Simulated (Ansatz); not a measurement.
The system is CuO.

```xyz
4
Lattice="2.3446 -1.7134 0.0000 2.3446 1.7134 0.0000 -0.8605 0.0000 5.0594" Properties=species:S:1:pos:R:3 pbc="T T T"
Cu    1.1723    0.8457    0.0000
Cu    0.7420   -0.8457    2.5297
O     2.0724   -0.2841    1.2836
O     1.6421    0.2841    3.8133
```

Base run:

* Program: Ansatz 0.2.0
* Functional: PBE
* Potentials or basis: Ansatz PAW
* Cutoff: 800 eV
* Density cutoff: 3200 eV
* k mesh: 10 × 10 × 5
* Occupations: fermi-dirac, width 0.05 eV
* Spin: no spin polarisation

Its results: band gap on the k mesh none (metal or under the smearing width); pressure 5.7 GPa; largest force 0.761 eV/Å.

Q: The run is repeated on the same cell with these changes: functional from PBE to PBEsol; cutoff from 800 eV to 420 eV (not typed: the program's choice for these potentials). What comes out?

A: Band gap on the k mesh none (metal or under the smearing width); pressure -2.7 GPa; largest force 0.757 eV/Å.

PBEsol binds more tightly than PBE, so the same cell stands under less pressure.

Caveats: the run has no spin polarisation, though such a crystal can be magnetic; semilocal functionals often make such compounds metallic where correlation or magnetic order opens a gap, which also shifts bond lengths; the PAW data sets come from PBE, with cores solved anew for the run's functional, which leaves a small shift of forces and pressure (some runs).
